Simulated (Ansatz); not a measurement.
Wanted: the native input for an Ansatz 0.2.0 run.

```
Task                : relaxation of cell and atoms
Functional          : BLYP
Dispersion          : D3(BJ)
Potentials or basis : Ansatz PAW
Cutoff              : 420 eV (not typed: the program's choice for these potentials)
k mesh              : 11 × 11 × 11
Occupations         : fermi-dirac, width 0.05 eV
Spin                : no spin polarisation
```

The system is NbP.

```
Nb P
1.0
    -1.67492    1.67492    5.74011
     1.67492   -1.67492    5.74011
     1.67492    1.67492   -5.74011
Nb P
2 2
Direct
  0.24988 0.74988 0.50000
  0.49988 0.49988 0.00000
  0.83275 0.33275 0.50000
  0.08275 0.08275 0.00000
```

The cell is a database's computed one.

These files were run (other wordings do the same):

input.yaml

```yaml
crystal:
  lattice:
    - [-1.6749232544, 1.6749232544, 5.7401081759]
    - [1.6749232544, -1.6749232544, 5.7401081759]
    - [1.6749232544, 1.6749232544, -5.7401081759]
  atoms:
    - { symbol: Nb, position: [0.2498808, 0.7498808, 0.5] }
    - { symbol: Nb, position: [0.4998808, 0.4998808, 0.0] }
    - { symbol: P, position: [0.83274777, 0.33274777, 0.5] }
    - { symbol: P, position: [0.08274777, 0.08274777, 0.0] }
hamiltonian:
  xc: blyp
  pseudopotentials: { kind: paw }
  dispersion: d3bj
kpoints:
  mp_grid: { grid: [11, 11, 11] }
scf:
  occupations: { method: fermi_dirac, width: 0.05 }
output:
  forces: true
  stress: true
relax:
  f_tol: 0.01
  max_steps: 40
  cell: { stress_tol: 0.05 }
```

Potentials or basis: Ansatz PAW.

Run with:

```bash
$ ansatz run input.yaml --threads 2 --pin off --max-ram 5632MiB --backend cpu --events-out ev --progress --plain --runs-dir out
```

Results of the run:

```json
{
 "Relaxed volume": "15.51 Å³/atom",
 "Relaxed cell": "a = 6.109 Å, b = 6.109 Å, c = 6.109 Å, α = 148.51°, β = 148.51°, γ = 45.14°",
 "Space group after relaxing (to 0.05 Å)": "I4_1md (No. 109)",
 "Energy gained by relaxing": "13.1 meV/atom",
 "Ionic steps": "5",
 "Pressure after relaxing": "0.0 GPa"
}
```

Caveat: the plane-wave basis is chosen anew once the cell has moved, so the energies of steps on either side of that aren't comparable; the PAW data sets come from PBE, with cores solved anew for the run's functional, which leaves a small shift of forces and pressure.

It took 23 s on 2 threads of AMD EPYC 7R13 Processor (Zen 3), on a shared host, peak memory 0.54 GiB.
